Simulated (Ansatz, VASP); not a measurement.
# CaO (Lime) in two plane-wave programs, part 2 of 2

One calculation is typed for both programs; each brings its own data sets and cutoff. How far apart do they land?

VASP 6.6.1 and Ansatz 0.2.0.

So far. Step 2 (VASP: band structure, LDA): At this level the cell is under a tension of 6.7 GPa, so at these settings it is away from equilibrium. Step 4 (Comparison): Among the levels compared at these points, filled levels agree within 14 meV and empty ones within 30 meV. Ansatz's pressure holds a Pulay correction of 0.59 GPa; VASP's holds none.

## 6. VASP: band structure, PBE

Level of this step: PBE; plane waves and PAW (Ca_sv, O) (VASP).

The same cell, functional, mesh and smearing now go to VASP, with its own data sets and cutoff.

Contents of INCAR:

```
SYSTEM = CaO
PREC = Accurate
ENCUT = 520
EDIFF = 1E-06
NELM = 100
ISMEAR = 0
SIGMA = 0.02
LREAL = .FALSE.
ALGO = Normal
GGA = PE
NBANDS = 20
LORBIT = 11
LWAVE = .FALSE.
LCHARG = .FALSE.
KPAR = 4
```

Contents of POSCAR:

```
CaO
1.0
    0.0000000000      2.4065000000      2.4065000000
    2.4065000000      0.0000000000      2.4065000000
    2.4065000000      2.4065000000      0.0000000000
Ca O
1 1
Direct
    0.0000000000      0.0000000000      0.0000000000
    0.5000000000      0.5000000000      0.5000000000
```

Contents of KPOINTS:

```
Automatic mesh
0
Gamma
5 5 5
0 0 0
```

Contents of KPOINTS_OPT:

```
Line mode
16
Line-mode
Reciprocal
  0.00000000   0.00000000   0.00000000 GAMMA
  0.50000000   0.00000000   0.50000000 X

  0.50000000   0.00000000   0.50000000 X
  0.50000000   0.25000000   0.75000000 W

  0.50000000   0.25000000   0.75000000 W
  0.37500000   0.37500000   0.75000000 K

  0.37500000   0.37500000   0.75000000 K
  0.00000000   0.00000000   0.00000000 GAMMA

  0.00000000   0.00000000   0.00000000 GAMMA
  0.50000000   0.50000000   0.50000000 L

  0.50000000   0.50000000   0.50000000 L
  0.62500000   0.25000000   0.62500000 U

  0.62500000   0.25000000   0.62500000 U
  0.50000000   0.25000000   0.75000000 W

  0.50000000   0.25000000   0.75000000 W
  0.50000000   0.50000000   0.50000000 L

  0.50000000   0.50000000   0.50000000 L
  0.37500000   0.37500000   0.75000000 K

  0.62500000   0.25000000   0.62500000 U
  0.50000000   0.00000000   0.50000000 X
```

The projector-augmented-wave data sets are Ca_sv and O (PBE family, release 64).

Launch:

```
$ mpirun -np 4 vasp_std
```

Numbers of over 12 decimals in the logs are rounded to 6 here.

Output:

```text
[banner, memory and clock lines left out]
running    4 mpi-ranks, on    1 nodes
[...]
LDA part: xc-table for (Slater+PW92), standard interpolation
 POSCAR, INCAR and KPOINTS ok, starting setup
[...]
entering main loop
       N       E                     dE             d eps       ncg     rms          rms(c)
DAV:   1     0.125831910566E+03    0.12583E+03   -0.77832E+03   408   0.815E+02
DAV:   2    -0.923434370752E+01   -0.13507E+03   -0.12438E+03   448   0.244E+02
DAV:   3    -0.144082453730E+02   -0.51739E+01   -0.51219E+01   528   0.468E+01
DAV:   4    -0.145126423642E+02   -0.10440E+00   -0.10430E+00   500   0.561E+00
[...]
DAV:  10    -0.128019129784E+02   -0.64153E-03   -0.63694E-04   460   0.187E-01    0.572E-02
DAV:  11    -0.128018858697E+02    0.27109E-04   -0.34705E-05   516   0.662E-02    0.715E-03
DAV:  12    -0.128018861343E+02   -0.26460E-06   -0.77903E-06   472   0.197E-02
   1 F= -.12801886E+02 E0= -.12801886E+02  d E =-.302673E-54
 Start KPOINTS_OPT (optional k-point list driver)
k-point batch [1-10\160]
       N       E                     dE             ncg
DAV:   1    -0.404793575504E+03   -0.18814E+04      408
DAV:   2    -0.177620620434E+04   -0.13714E+04      420
DAV:   3    -0.182237478658E+04   -0.46169E+02      508
DAV:   4    -0.182340514989E+04   -0.10304E+01      548
DAV:   5    -0.182341461010E+04   -0.94602E-02      484
DAV:   6    -0.182341488721E+04   -0.27711E-03      504
DAV:   7    -0.182341489724E+04   -0.10033E-04      380
DAV:   8    -0.182341489761E+04   -0.36797E-06      328
[...]
k-point batch [151-160\160]
       N       E                     dE             ncg
DAV:   1    -0.478584499030E+03   -0.77280E+04      400
DAV:   2    -0.180979263829E+04   -0.13312E+04      444
DAV:   3    -0.185394042958E+04   -0.44148E+02      528
DAV:   4    -0.185475084173E+04   -0.81041E+00      460
DAV:   5    -0.185476243887E+04   -0.11597E-01      520
DAV:   6    -0.185476265897E+04   -0.22010E-03      452
DAV:   7    -0.185476266371E+04   -0.47422E-05      536
DAV:   8    -0.185476266380E+04   -0.84386E-07      308
```

From OUTCAR (step 6):

```text
  Total        0.3084866      0.3084866      0.3084866     -0.0000000      0.0000000      0.0000000
  in kB       17.7320633     17.7320633     17.7320633     -0.0000000      0.0000000      0.0000000
  external PRESSURE =      17.7320633 kB  Pullay stress =       0.0000000 kB

 POSITION                                       TOTAL-FORCE (eV/Angst)
 -----------------------------------------------------------------------------------
      0.00000      0.00000      0.00000        -0.000000     -0.000000     -0.000000
      2.40650      2.40650      2.40650         0.000000      0.000000      0.000000
 -----------------------------------------------------------------------------------
    total drift:                                0.000000      0.000000      0.000000

  FREE ENERGIE OF THE ION-ELECTRON SYSTEM (eV)
  ---------------------------------------------------
  free  energy   TOTEN  =       -12.8018861343 eV

  energy  without entropy=      -12.8018861343  energy(sigma->0) =      -12.80188613

[... 2 parts as in an earlier step ...]

[... 1 further part left out ...]
[key lines of the parts left out:]
E-fermi :   2.5450
```

The run ends at a pressure of 1.77 GPa.

## 7. Differences

What differs besides the data sets and the points named for the pairs above, as far as they apply: VASP leaves aspherical gradient terms in its spheres out (LASPH is not set), Ansatz keeps them. Total energies have different zeros and are not compared.

Compared:

| quantity | Ansatz | VASP | difference |
| --- | --- | --- | --- |
| pressure (GPa) | 1.20 | 1.77 | -0.57 |
| pressure without Ansatz's Pulay correction (GPa) | 0.79 | 1.77 | -0.98 |
| gap over the path points (eV) | 3.655 | 3.635 | +0.020 |

Levels at points of the path, from each program's valence-band top (eV; 3 filled, then empty):

| k (reciprocal lattice) | Ansatz | VASP |
| --- | --- | --- |
| 0.000 0.000 0.000 | 0.00 0.00 0.00 4.70 6.23 6.23 | 0.00 0.00 0.00 4.68 6.21 6.21 |
| 0.167 0.000 0.167 | -1.20 -0.18 -0.18 5.38 5.82 7.17 | -1.20 -0.19 -0.19 5.37 5.81 7.16 |
| 0.333 0.000 0.333 | -1.69 -0.36 -0.36 4.15 7.34 8.55 | -1.69 -0.36 -0.36 4.13 7.32 8.55 |
| 0.500 0.000 0.500 | -1.30 -0.37 -0.37 3.65 8.02 8.87 | -1.30 -0.38 -0.38 3.63 8.01 8.87 |
| 0.500 0.083 0.583 | -1.28 -0.61 -0.52 4.04 8.16 8.86 | -1.28 -0.62 -0.52 4.03 8.15 8.86 |
| 0.500 0.183 0.683 | -1.19 -1.13 -0.86 5.27 7.39 8.33 | -1.19 -1.14 -0.86 5.26 7.38 8.33 |
| 0.500 0.250 0.750 | -1.27 -1.05 -1.05 6.31 6.31 8.36 | -1.28 -1.06 -1.06 6.30 6.30 8.36 |
| 0.450 0.300 0.750 | -1.30 -1.15 -0.91 5.60 7.13 8.41 | -1.30 -1.16 -0.91 5.59 7.12 8.40 |
| 0.408 0.342 0.750 | -1.32 -1.20 -0.80 5.23 7.75 8.50 | -1.33 -1.20 -0.81 5.22 7.74 8.49 |
| 0.350 0.350 0.700 | -1.57 -1.16 -0.89 5.64 7.62 8.60 | -1.58 -1.16 -0.90 5.63 7.61 8.60 |

Among the levels compared at these points, filled levels agree within 14 meV and empty ones within 20 meV. Ansatz's pressure holds a Pulay correction of 0.41 GPa; VASP's holds none.

## 8. Ansatz: dielectric response, PBE

The response to a field tests empty states and converges slowly with the mesh.

Contents of input.yaml:

```yaml
crystal:
  lattice:
    - [0.0, 2.4065, 2.4065]
    - [2.4065, 0.0, 2.4065]
    - [2.4065, 2.4065, 0.0]
  atoms:
    - { symbol: Ca, position: [0.0, 0.0, 0.0] }
    - { symbol: O, position: [0.5, 0.5, 0.5] }
hamiltonian:
  xc: pbe
  pseudopotentials: { kind: paw }
kpoints:
  mp_grid: { grid: [9, 9, 9] }
scf:
  occupations: { method: fixed }
dielectric:
  method: response
```

Launch:

```
$ ansatz run input.yaml --threads 2 --pin off --max-ram 4608MiB --backend cpu --events-out ev --progress --plain --runs-dir out
```

Output:

```text
[...]
Crystal: 2 atoms, lattice volume = 27.873 Å³
Basis set: ecut = 420 eV, 537 PW (Γ), exchange–correlation on 48×48×48 points (8 copies of the dense FFT grid, shifted against one another)
Bands: 12, of which v1, the nominal top of the filled ones, is band 8 counted from 1 (7 counted from 0)
Symmetry: 48 space group operations
k-points: 75 of 729 (irreducible under 8 space group operations, time reversal used)
[...]
Born effective charges Z* (e; rows j = field, columns β = displacement):
    site 0:
         2.35511    0.00000   -0.00000
        -0.00000    2.35511   -0.00000
         0.00000   -0.00000    2.35511
    site 1:
        -2.35511   -0.00000    0.00000
         0.00000   -2.35511    0.00000
         0.00000    0.00000   -2.35511
  Z* charge neutrality: 4.424e-6 e pre-enforcement
  k-mesh period / interband length: 30.6 Å / 1.38 Å = 22.14 at k = (0.0000, 0.0000, 0.0000), direct gap 4.697 eV — 14 or more, which is no proof of convergence
[key lines of the parts left out:]
SCF converged after 10 iterations
Free energy (F): -2387.721649 eV
Fermi energy:    7.648847 eV
```

Wall time 6.1 s (2 threads of Arm Neoverse N1, shared host); peak memory 0.33 GiB.

## 9. VASP: dielectric response, PBE

The same cell, functional and mesh now go to VASP, with its own data sets and cutoff.

Contents of INCAR:

```
SYSTEM = CaO
PREC = Accurate
ENCUT = 520
EDIFF = 1E-08
NELM = 100
ISMEAR = 0
SIGMA = 0.01
LREAL = .FALSE.
ALGO = Normal
GGA = PE
NBANDS = 14
LORBIT = 11
LWAVE = .FALSE.
LCHARG = .FALSE.
KPAR = 4
LEPSILON = .TRUE.
```

POSCAR is that of step 6.

Contents of KPOINTS:

```
Automatic mesh
0
Gamma
9 9 9
0 0 0
```

Launch:

```
$ mpirun -np 4 vasp_std
```

Output:

```text
[... set-up lines as in an earlier step ...]
 entering main loop
       N       E                     dE             d eps       ncg     rms          rms(c)
DAV:   1     0.125541096532E+03    0.12554E+03   -0.85487E+03   988   0.116E+03
DAV:   2    -0.880784519914E+01   -0.13435E+03   -0.12538E+03  1254   0.301E+02
DAV:   3    -0.143309837977E+02   -0.55231E+01   -0.54868E+01  1100   0.642E+01
DAV:   4    -0.145128165707E+02   -0.18183E+00   -0.18165E+00  1450   0.991E+00
[...]
DAV:  14    -0.128025964174E+02   -0.50524E-07   -0.68475E-08  1120   0.280E-03    0.248E-04
DAV:  15    -0.128025964334E+02   -0.16087E-07   -0.49867E-09   584   0.926E-04    0.143E-04
DAV:  16    -0.128025964236E+02    0.98769E-08   -0.13964E-09   490   0.420E-04
   1 F= -.12802596E+02 E0= -.12802596E+02  d E =-.193420E-24
 Linear response reoptimize wavefunctions to high precision
DAV:   1    -0.128025964253E+02   -0.17264E-08   -0.23473E-10   502   0.130E-04
DAV:   2    -0.128025964253E+02   -0.22737E-10   -0.73239E-11   490   0.594E-05
 Linear response G [H, r] |phi>, progress :
  Direction:   1
[...]
RMM:  16    -0.235373023862E+00    0.16430E-06   -0.62035E-07  3664   0.117E-04    0.118E-05
RMM:  17    -0.235373019584E+00    0.42777E-08   -0.43460E-07  2939   0.687E-05    0.980E-06
 change of polarisation eV/A/(eV/A) component  2 :     0.037     0.429    -0.003
 dielectric tensor                  component  2 :     0.240     3.786    -0.016
 Linear response to external field, progress :
  Direction:   3
       N       E                     dE             d eps       ncg     rms          rms(c)
RMM:   1    -0.210520735341E+00   -0.21052E+00   -0.59212E-01  4578   0.416E+00
RMM:   2    -0.221692770772E+00   -0.11172E-01   -0.39201E-02  3914   0.957E-01    0.752E-01
RMM:   3    -0.217860165079E+00    0.38326E-02   -0.15294E-02  3888   0.871E-01    0.399E-01
RMM:   4    -0.227576094232E+00   -0.97159E-02   -0.72655E-03  4188   0.710E-01    0.118E-01
[...]
RMM:  15    -0.235373145447E+00   -0.75893E-07   -0.78550E-07  4438   0.219E-04    0.251E-05
RMM:  16    -0.235373000600E+00    0.14485E-06   -0.26453E-07  3461   0.108E-04    0.123E-05
RMM:  17    -0.235373014515E+00   -0.13915E-07   -0.12555E-07  2871   0.677E-05    0.930E-06
 change of polarisation eV/A/(eV/A) component  3 :     0.005     0.029     0.429
 dielectric tensor                  component  3 :     0.032     0.191     3.786
 Born effective charges drift removed
```

Parts of OUTCAR (step 9):

```text
  Total        0.3105253      0.3105253      0.3105253      0.0000000      0.0000000     -0.0000000
  in kB       17.8492530     17.8492530     17.8492530      0.0000000      0.0000000     -0.0000000
  external PRESSURE =      17.8492530 kB  Pullay stress =       0.0000000 kB

 POSITION                                       TOTAL-FORCE (eV/Angst)
 -----------------------------------------------------------------------------------
      0.00000      0.00000      0.00000        -0.000000      0.000000      0.000000
      2.40650      2.40650      2.40650         0.000000     -0.000000     -0.000000
 -----------------------------------------------------------------------------------
    total drift:                                0.000000      0.000000      0.000000

 MACROSCOPIC STATIC DIELECTRIC TENSOR (including local field effects in DFT)
 ------------------------------------------------------
           3.785940     0.000000     0.000000
           0.000000     3.785940     0.000000
           0.000000    -0.000000     3.785940
 ------------------------------------------------------

[... 1 part as in an earlier step ...]

[... 1 further part left out ...]
```

## 10. Side by side

The two programs side by side:

| quantity | Ansatz | VASP | difference |
| --- | --- | --- | --- |
| ε∞ xx | 3.79 | 3.79 | +0.11 % |
| ε∞ yy | 3.79 | 3.79 | +0.11 % |
| ε∞ zz | 3.79 | 3.79 | +0.11 % |
| Born charge of Ca1 (mean of the diagonal) (e) | 2.36 | 2.36 | 0.00 |
| Born charge of O2 (mean of the diagonal) (e) | -2.36 | -2.36 | 0.00 |

## 11. Summary of results

```json
{
 "difference in gap over the path points (band structure, LDA)": "0.030 eV",
 "difference in pressure (band structure, LDA)": "-0.68 GPa",
 "difference in gap over the path points (band structure, PBE)": "0.020 eV",
 "difference in pressure (band structure, PBE)": "-0.57 GPa",
 "difference in ε∞ xx (dielectric response, PBE)": "0.11 %"
}
```

**Reading.** The difference in pressure is -0.68 GPa (band structure, LDA), within the 1 GPa picked in this series as the mark of a large difference. 1 further run of this series is not shown here. How closely two codes agree says nothing of how well the functional describes the real material.

[Lines on the potential files, build, host, timing and source positions are cut from VASP's logs without a mark.]

[Logs are printed without paths, hosts, clocks, repeated set-up lines and the standing remarks that a program may print on its own settings, such as how far it seeks lower states.]

[Hosts, paths, dates, database ids (printed as entryN), source tags and the programs' standing remarks are cut or masked in the printed files.]
